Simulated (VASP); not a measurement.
VASP 6.6.1 run: NaI

INCAR

```
ISIF = 2
EDIFF = 1E-7
LWAVE = .FALSE.
ENCUT = 520
GGA = PE
LCHARG = .FALSE.
LREAL = .FALSE.
NBANDS = 14
NSW = 0
LASPH = .TRUE.
NELECT = 13.5
ISMEAR = -1
IBRION = -1
NELM = 55
PREC = Accurate
SIGMA = 0.02
```

KPOINTS

```
KPOINTS created by Atomic Simulation Environment
0
Gamma
8 8 8
0 0 0
```

POSCAR

```
Na I
 1.0000000000000000
     0.0998229985000000    3.2488004972000000    3.2488004972000000
     3.2488004972000000    0.0998229985000000    3.2488004972000000
     3.2488004972000000    3.2488004972000000    0.0998229985000000
 Na  I
   1   1
Cartesian
  0.0000000000000000  0.0000000000000000  0.0000000000000000
  3.2987119964499998  3.2987119964499998  3.2987119964499998
```

The recommended PBE PAW datasets give the neutral cell 14 valence electrons.

Command

```
mpirun -np 1 vasp_std
```

OSZICAR

```
N       E                     dE             d eps       ncg     rms          rms(c)
DAV:   1     0.788741275073E+02    0.78874E+02   -0.60911E+03  1832   0.812E+02
DAV:   2     0.464194604757E+00   -0.78410E+02   -0.74328E+02  1946   0.220E+02
DAV:   3    -0.552693005839E+01   -0.59911E+01   -0.59215E+01  2306   0.581E+01
DAV:   4    -0.567045980074E+01   -0.14353E+00   -0.14340E+00  2362   0.908E+00
DAV:   5    -0.567412966301E+01   -0.36699E-02   -0.36696E-02  2394   0.143E+00    0.141E+00
DAV:   6    -0.576664676923E+01   -0.92517E-01   -0.62583E-02  2312   0.144E+00    0.709E-01
DAV:   7    -0.576649766952E+01    0.14910E-03   -0.51514E-03  2228   0.487E-01    0.312E-01
DAV:   8    -0.576741550256E+01   -0.91783E-03   -0.35041E-03  2228   0.334E-01    0.108E-01
DAV:   9    -0.576779576669E+01   -0.38026E-03   -0.56516E-04  2300   0.160E-01    0.327E-02
DAV:  10    -0.576776279545E+01    0.32971E-04   -0.76824E-05  2264   0.405E-02    0.164E-02
DAV:  11    -0.576776342659E+01   -0.63113E-06   -0.71420E-06  2300   0.163E-02    0.855E-03
DAV:  12    -0.576776335198E+01    0.74607E-07   -0.58318E-07  2156   0.390E-03
   1 F= -.57677634E+01 E0= -.57651762E+01  d E =-.517431E-02
```

Standard output (part)

```
POSCAR found type information on POSCAR NaI
 POSCAR found :  2 types and       2 ions
 LDA part: xc-table for (Slater+PW92), standard interpolation
 POSCAR, INCAR and KPOINTS ok, starting setup
 WAVECAR not read
 entering main loop
 the old and the new charge density differ
    0.141E+00
```

From OUTCAR

```
k-points           NKPTS =     65   k-points in BZ     NKDIM =     65   number of bands    NBANDS=     14

   NELECT =      13.5000    total number of electrons

   dimension x,y,z NGX =    36 NGY =   36 NGZ =   36
   dimension x,y,z NGXF=    72 NGYF=   72 NGZF=   72

  energy-cutoff  :      520.00
  volume of cell :       65.42
      direct lattice vectors                 reciprocal lattice vectors
     0.099822998  3.248800497  3.248800497    -0.161184163  0.156379237  0.156379237
     3.248800497  0.099822998  3.248800497     0.156379237 -0.161184163  0.156379237
     3.248800497  3.248800497  0.099822998     0.156379237  0.156379237 -0.161184163

 k-points in reciprocal lattice and weights: KPOINTS created by Atomic Simulation Env
   0.00000000  0.00000000  0.00000000       0.002
   0.12500000  0.00000000 -0.00000000       0.012
   0.25000000  0.00000000 -0.00000000       0.012
   0.37500000 -0.00000000 -0.00000000       0.012
   0.50000000  0.00000000 -0.00000000       0.006
   0.12500000  0.12500000  0.00000000       0.012
   0.25000000  0.12500000  0.00000000       0.023
   0.37500000  0.12500000 -0.00000000       0.023
   ...

 E-fermi :   0.5671

 k-point     1 :       0.0000    0.0000    0.0000
  band No.  band energies     occupation
      1     -20.9156      2.00000
      2     -20.9143      2.00000
      3     -20.9143      2.00000
      4     -10.3994      2.00000
      5       0.7016      0.00241
      6       0.8455      0.00000
      7       0.8455      0.00000
      8       5.0198      0.00000
      9       8.8400      0.00000
     10       9.3325      0.00000
     11       9.3325      0.00000
     12      10.9720      0.00000
     13      10.9720      0.00000
     14      11.8618      0.00000

 k-point     2 :       0.1250    0.0000   -0.0000
  band No.  band energies     occupation
      1     -20.9159      2.00000
      2     -20.9151      2.00000
      3     -20.9144      2.00000
      4     -10.3541      2.00000
      5       0.3909      1.99970
      6       0.6788      0.00749
      7       0.7930      0.00002
      8       5.5167      0.00000
      9       8.8661      0.00000
     10       9.0862      0.00000
     11       9.5088      0.00000
     12      10.4928      0.00000
     13      10.6153      0.00000
     14      12.4288      0.00000

 k-point     3 :       0.2500    0.0000   -0.0000
  band No.  band energies     occupation
      1     -20.9180      2.00000
      2     -20.9156      2.00000
      3     -20.9146      2.00000
      4     -10.2404      2.00000
      5      -0.4242      2.00000
      6       0.5835      0.61232
      7       0.6724      0.01032
      8       6.2553      0.00000
      9       8.8318      0.00000
     10       9.0210      0.00000
     11       9.3862      0.00000
     12      10.5950      0.00000
     13      10.9412      0.00000
     14      11.9108      0.00000

 k-point     4 :       0.3750   -0.0000   -0.0000
  band No.  band energies     occupation
      1     -20.9204      2.00000
      2     -20.9157      2.00000
      3     -20.9148      2.00000
      4     -10.1202      2.00000
      5      -1.0785      2.00000
      6       0.4970      1.94184
      7       0.5592      1.19547
      8       6.4060      0.00000
      9       8.6494      0.00000
     10       9.0062      0.00000
     11       9.6971      0.00000
     12      11.5125      0.00000
     13      11.8283      0.00000
     14      12.2577      0.00000

 ...

  Total       -3.0676732     -3.0676732     -3.0676732      0.1256265      0.1256265      0.1256265
  in kB      -75.1287495    -75.1287495    -75.1287495      3.0766522      3.0766522      3.0766522
  external PRESSURE =     -75.1287495 kB  Pullay stress =       0.0000000 kB

 POSITION                                       TOTAL-FORCE (eV/Angst)
 -----------------------------------------------------------------------------------
      0.00000      0.00000      0.00000        -0.000000     -0.000000     -0.000000
      3.29871      3.29871      3.29871         0.000000      0.000000      0.000000
 -----------------------------------------------------------------------------------
    total drift:                                0.000000      0.000000      0.000000

  FREE ENERGIE OF THE ION-ELECTRON SYSTEM (eV)
  ---------------------------------------------------
  free  energy   TOTEN  =        -5.7677633520 eV

  energy  without entropy=       -5.7625890390  energy(sigma->0) =       -5.76517620
```

It converged. Results: pressure -7.5 GPa.

The cell is charged and sits in a uniform background.

For comparison, a separate PBE run of the intended cell, on usual settings and not on those above, gives a gap of 3.65 eV on its mesh and a pressure of 1.1 GPa.

The run above took about 20 s on one core of a shared host (Intel Xeon 6975P-C) and held 0.23 GiB at most.
